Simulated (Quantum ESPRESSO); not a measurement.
**Zr: equation of state with LDA**

The system is Zr.

```xyz
2
Lattice="3.2320 0.0000 0.0000 -1.6160 2.7990 0.0000 0.0000 0.0000 5.1470" Properties=species:S:1:pos:R:3 pbc="T T T"
Zr    1.6160    0.9330    3.8603
Zr    0.0000    1.8660    1.2868
```

```json
{
  "Program": "Quantum ESPRESSO 7.5",
  "Task": "equation of state",
  "Functional": "LDA",
  "Potentials or basis": "GBRV 1.5 LDA",
  "Cutoff": "612 eV",
  "Density cutoff": "4898 eV",
  "k mesh": "9 × 9 × 5",
  "Occupations": "fermi-dirac, width 0.05 eV",
  "Spin": "no spin polarisation",
  "Form of the LDA correlation": "PZ81",
  "Mixing beta": "0.5",
  "Most SCF iterations": "120",
  "SCF threshold": "4e-10 Ry"
}
```

```
Equilibrium volume                        : 21.84 Å³/atom (rough: see the caveat)
Bulk modulus at fixed shape and positions : 105 GPa (rough)
```

Energy against volume, from the lowest point:
```tsv
volume (Å³/atom)	energy (meV/atom)
21.884	0.00
22.350	3.79
22.815	13.48
23.281	28.55
23.746	48.53
24.212	72.94
24.678	101.50
```

All runs of the series together: 62 s on 2 threads of Arm Neoverse V2, on a shared host.

Caveat: the minimum lies outside the volumes run; the cell was scaled at fixed shape and fractional positions, which overstates the stiffness of a crystal with free parameters, most of all of layers and chains.
